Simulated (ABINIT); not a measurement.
The system is Ti.

```xyz
1
Lattice="-1.6410 1.6410 1.6410 1.6410 -1.6410 1.6410 1.6410 1.6410 -1.6410" Properties=species:S:1:pos:R:3 pbc="T T T"
Ti    0.0000    0.0000    0.0000
```

This isn't the form of Ti at room conditions, which is hcp.

- Program: ABINIT 10.8.3 (patched build)
- Task: relaxation of cell and atoms
- Functional: PBEsol
- Potentials or basis: PseudoDojo NC SR PBEsol v0.4.1 standard
- Cutoff: 1143 eV
- k mesh: 8 × 8 × 8
- Occupations: fermi-dirac, width 0.05 eV
- Spin: no spin polarisation

At the start: pressure -6.8 GPa; volume 17.68 Å³/atom.

Problem. How do energy, volume and symmetry change on relaxing?

Solution. Over 5 steps the energy falls by 25.0 meV/atom and the volume is 16.56 Å³/atom (-6.3 %); space group Im-3m (No. 229, to 0.05 Å).

The path:
```csv
step,energy change (eV),largest force (eV/Å),pressure (GPa),volume (Å³)
1,0.0000,0.0000,-6.81,17.68
2,-0.0133,0.0000,-4.81,17.31
3,-0.0250,0.0000,0.34,16.51
4,-0.0250,0.0000,-0.01,16.56
5,-0.0250,0.0000,0.00,16.56
```

Final structure:
```yaml
crystal:
  lattice:
    - [-1.60556, 1.60556, 1.60556]
    - [1.60556, -1.60556, 1.60556]
    - [1.60556, 1.60556, -1.60556]
  atoms:
    - { symbol: Ti, position: [0.00000, 0.00000, 0.00000] }
```
